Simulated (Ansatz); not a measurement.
Pb, DFT, LDA, all-electron LAPW, scalar-relativistic (Ansatz 0.2.0), run on 1 thread of Arm Neoverse V1 on a shared host.

The cell is COD entry 1537623, as deposited and not checked against the literature; nothing was relaxed.

Command: `ansatz run input.yaml --threads 1 --pin off --max-ram 2048MiB --backend cpu --events-out ev --progress --plain --runs-dir out`

```yaml
crystal:
  lattice:
    - [3.4800006906, 0.0, 0.0]
    - [-1.7400003453, 3.0137690032, 0.0]
    - [0.0, 0.0, 5.59]
  atoms:
    - { symbol: Pb, position: [0.3333333333, 0.6666666667, 0.25] }
    - { symbol: Pb, position: [0.6666666667, 0.3333333333, 0.75] }
kpoints:
  mp_grid: { grid: [14, 14, 8] }
  band_path:
    path:
      - [0.0, 0.0, 0.0]
      - [0.5, 0.0, 0.0]
      - [0.3333333333, 0.3333333333, 0.0]
      - [0.0, 0.0, 0.0]
      - [0.0, 0.0, 0.5]
      - [0.5, 0.0, 0.5]
      - [0.3333333333, 0.3333333333, 0.5]
      - [0.0, 0.0, 0.5]
      - [0.5, 0.0, 0.5]
    npoints: 5
scf:
  occupations: { method: fermi_dirac, width: 0.08 }
hamiltonian:
  xc: lda
  pseudopotentials: { kind: all_electron, lapw: { basis_error: 0.0005 } }
output:
  forces: true
  stress: true
  eigenvalues: true
```

(1) How large is the problem that the program sets up?

(2) Estimate the wall time and the peak memory.

(3) And the same cell and mesh by frozen-core PAW, asked for forces, stress, eigenvalues, efg and the same band path, on the same hardware?

Answers

(1) 120 irreducible k-points, 313 plane waves at Γ, 44 bands.

(2) 47 s of wall time for 6 SCF iterations, with a peak of 0.54 GiB. Times on shared machines scatter by tens of per cent.

(3) 9.7 s, peak memory 0.42 GiB.
